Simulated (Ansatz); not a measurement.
Acetic acid + H₂Se → `CC(=O)[SeH]` + H₂O  (substitution at a C–O bond)

Isolated molecules relaxed with PBE0-D4/def2-TZVP in Ansatz; ΔE leaves out vibrations. CBS: MP2 limit from def2 TZ/QZ plus the TZ coupled-cluster correction, frozen cores. This one scheme is used for every species. DFT in def2-TZVPP. For Se outer-core shells are correlated without core-valence functions, which leaves a few kJ/mol of doubt a bond. Scalar relativity is left out up to krypton. One conformer a species, not always the lowest.

```csv
species,BLYP energy (Eh)
`CC(=O)O`,-229.13184
H₂Se,-2402.78290
`CC(=O)[SeH]`,-2555.45266
H₂O,-76.44877
```

Q: Work out ΔE.

A: ΔE = (-2555.45266) + (-76.44877) − (-229.13184) − (-2402.78290) = 0.01331 Eh = +34.9 kJ/mol. CCSD(T)/CBS gives +31.1 kJ/mol.

Largest T1 diagnostic among the species: 0.015.

From BLYP to BHLYP (50 % exact exchange), in def2-TZVPP and without D4, ΔE moves by +17.4 kJ/mol. Leaving LDA and LC-ωPBE aside and taking each functional with its dispersion term where it has one, the values, not all of them listed here, spread over 23.3 kJ/mol, from revPBE-D4 to CAM-B3LYP-D4. LDA lies +10.9 kJ/mol from PBE without D4. The D4 term adds −6.6 kJ/mol with B3LYP and −3.4 kJ/mol with PBE0; it sums over pairs of atoms, weighted by their polarisabilities, and B3LYP, whose exchange is more repulsive, gets the larger term.

B3LYP here is the variant with VWN-RPA as its local correlation; programs differ in this.
